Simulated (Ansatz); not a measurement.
# WS2: the cost of one run

Method: DFT PBEsol+D3(BJ), scalar-relativistic, plane waves, PAW, in Ansatz 0.2.0.

1 further run of the same task is left out (set aside as unsound or not needed).

## (1) The system as given

The structure is hexagonal, space group P-6m2 (No. 187). The conventional cell has a = 3.124 Å, b = 3.124 Å, c = 16.936 Å, α = 90.00°, β = 90.00°, γ = 120.00°. W (site symmetry -6m2) is surrounded by 6 S at 2.39 Å. S (site symmetry 3m) has 3 W at 2.39 Å as nearest neighbours.

Structure file:

```cif
data_structure
_symmetry_space_group_name_H-M 'P-6m2'
_symmetry_Int_Tables_number 187
_cell_length_a 3.1237
_cell_length_b 3.1237
_cell_length_c 16.9363
_cell_angle_alpha 90.000
_cell_angle_beta 90.000
_cell_angle_gamma 120.000
_cell_volume 143.12
loop_
_atom_site_label
_atom_site_type_symbol
_atom_site_symmetry_multiplicity
_atom_site_Wyckoff_symbol
_atom_site_fract_x
_atom_site_fract_y
_atom_site_fract_z
_atom_site_occupancy
W1 W 1 c 0.33333 0.66667 0.00000 1
S1 S 2 i 0.66667 0.33333 0.90714 1
```

It goes back to an entry of the Materials Project, which need not be the stable form.

It is the result of an earlier relaxation at this level (volume 47.71 Å³/atom; gap on the mesh: 1.99 eV).

## (2) Plan of the line

The energy is mapped over two normal modes frozen in (zone-centre modes of the cell shown).

The axes are (1) amplitude of mode 4 (298 cm⁻¹), largest displacement: 9 values from −0.076 Å; (2) amplitude of mode 9 (442 cm⁻¹), largest displacement: 9 values from −0.098 Å.

Nothing else is relaxed (the cell and all other modes fixed). Energies count from the relaxed high-symmetry cell. Points are written as (first, second).

The modes come from a phonon run on the reference cell, made beforehand.

Displacement patterns for an amplitude of 1 (Å):

```
atom      x1     y1     z1     x2     y2      z2
  W1   0.000  0.000  0.000  0.000  0.000  -0.349
  S2   1.000  0.000  0.000  0.000  0.000   1.000
  S3  -1.000  0.000  0.000  0.000  0.000   1.000
```

## (3) Grid point (−0.076 Å, −0.049 Å)

The input, input.yaml:

```yaml
crystal:
  lattice:
    - [3.1237017326, 0.0, 0.0]
    - [-1.5618508663, 2.7052050543, 0.0]
    - [0.0, 0.0, 16.9362771992]
  atoms:
    - { symbol: W, position: [0.3333333333, 0.6666666667, 0.001009094] }
    - { symbol: S, position: [0.6423365588, 0.3333333333, 0.9042515991] }
    - { symbol: S, position: [0.6909967745, 0.3333333333, 0.0899620053] }
basis:
  ecutwfc: 420
kpoints:
  mp_grid: { grid: [12, 12, 2] }
hamiltonian:
  xc: pbesol
  dispersion: d3bj
scf:
  occupations: { method: gaussian, width: 0.05 }
output:
  forces: true
  stress: true
  eigenvalues: true
```

Run with:

```bash
> ansatz run input.yaml --threads 1 --pin off --max-ram 2048MiB --backend cpu --events-out ev --progress --plain --runs-dir out
```

**Question.** How long does this run take on 1 thread of Intel Xeon 6975P-C (Granite Rapids), shared host, and how much memory does it need?

About 15 s, with a peak of 0.61 GiB.
